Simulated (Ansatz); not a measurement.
# Ti: the cost of one run

Program: Ansatz 0.2.0. Level of theory: DFT PBEsol, scalar-relativistic, plane waves, PAW. These are calculated values, not measurements.

1 further run of the same task is left out (set aside as unsound or not needed).

### 1 The system as given

Symmetry: P6_3/mmc, No. 194, hexagonal system. The conventional cell has a = 2.900 Å, b = 2.900 Å, c = 4.591 Å, α = 90.00°, β = 90.00°, γ = 120.00°. Ti (site symmetry -6m2) has 12 Ti at 2.84 to 2.90 Å as nearest neighbours.

As a file:

```cif
data_structure
_symmetry_space_group_name_H-M 'P 1'
_symmetry_Int_Tables_number 1
_cell_length_a 2.9004
_cell_length_b 2.9004
_cell_length_c 4.5910
_cell_angle_alpha 90.000
_cell_angle_beta 90.000
_cell_angle_gamma 120.000
_cell_volume 33.45
loop_
_atom_site_label
_atom_site_type_symbol
_atom_site_fract_x
_atom_site_fract_y
_atom_site_fract_z
_atom_site_occupancy
Ti1 Ti 0.33333 0.66667 0.25000 1
Ti2 Ti 0.66667 0.33333 0.75000 1
```

It is the result of an earlier relaxation at this level (volume 16.72 Å³/atom; gap on the mesh: none (metal)).

### 2 -3 GPa

Input file input.yaml:

```yaml
crystal:
  lattice:
    - [2.9279997301, 0.0, 0.0]
    - [-1.4639998651, 2.5357221485, 0.0]
    - [0.0, 0.0, 4.6346213104]
  atoms:
    - { symbol: Ti, position: [0.3333333333, 0.6666666667, 0.25] }
    - { symbol: Ti, position: [0.6666666667, 0.3333333333, 0.75] }
basis:
  ecutwfc: 420
kpoints:
  mp_grid: { grid: [18, 18, 10] }
hamiltonian:
  xc: pbesol
scf:
  occupations: { method: gaussian, width: 0.1 }
output:
  forces: true
  stress: true
  eigenvalues: true
relax:
  adjacent_minimum: "off"
  f_tol: 0.008
  max_steps: 50
  cell: { stress_tol: 0.08, p_target: -3.0 }
```

On the command line:

```bash
> ansatz run input.yaml --threads 1 --pin off --max-ram 2560MiB --backend cpu --events-out ev --progress --plain --runs-dir out
```

Q: Estimate wall time and peak memory on 1 thread of Intel Xeon 6975P-C (Granite Rapids), shared host.

About 13 s, with a peak of 0.47 GiB.
